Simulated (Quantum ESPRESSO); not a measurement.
Input of a Quantum ESPRESSO 7.5 run:

Contents of scf.in:

```
&CONTROL
  calculation = 'scf'
  prefix = 'pwscf'
  outdir = './tmp'
  pseudo_dir = './pseudo'
/
&SYSTEM
  ibrav = 0
  nat = 2
  ntyp = 1
  ecutwfc = 29
  nbnd = 9
  occupations = 'smearing'
  smearing = 'fd'
  degauss = 0.00367493
  force_symmorphic = .true.
/
&ELECTRONS
  conv_thr = 4d-10
  electron_maxstep = 120
  mixing_beta = 0.5
/
ATOMIC_SPECIES
Si    28.0850 Si.upf
CELL_PARAMETERS angstrom
   0.0000000000    2.7218511865    2.7218511865
   2.7218511865    0.0000000000    2.7218511865
   2.7218511865    2.7218511865    0.0000000000
ATOMIC_POSITIONS crystal
Si     0.5000000000    0.5000000000    0.5000000000
Si     0.7500000000    0.7500000000    0.7500000000
K_POINTS automatic
8 8 8 0 0 0
```

The input nscf.in:

```
&CONTROL
  calculation = 'nscf'
  prefix = 'pwscf'
  outdir = './tmp'
  pseudo_dir = './pseudo'
/
&SYSTEM
  ibrav = 0
  nat = 2
  ntyp = 1
  ecutwfc = 29
  nbnd = 104
  occupations = 'fixed'
  force_symmorphic = .true.
/
&ELECTRONS
  conv_thr = 1d-08
  diago_full_acc = .true.
  diago_thr_init = 1d-06
/
ATOMIC_SPECIES
Si    28.0850 Si.upf
CELL_PARAMETERS angstrom
   0.0000000000    2.7218511865    2.7218511865
   2.7218511865    0.0000000000    2.7218511865
   2.7218511865    2.7218511865    0.0000000000
ATOMIC_POSITIONS crystal
Si     0.5000000000    0.5000000000    0.5000000000
Si     0.7500000000    0.7500000000    0.7500000000
K_POINTS automatic
6 6 6 0 0 0
```

Potentials or basis: PseudoDojo 0.5 SR PBE standard.

Run with:

```bash
$ OMP_NUM_THREADS=1 pw.x -in scf.in > scf.out
$ OMP_NUM_THREADS=1 pw.x -in nscf.in > nscf.out
```

Question: What does it give for the band gap on the k mesh, mean-field level?

Answer: 0.72 eV, indirect (least direct gap 2.55 eV).

A k mesh can miss the band edges. As with any semilocal functional, this PBE gap is likely too small.
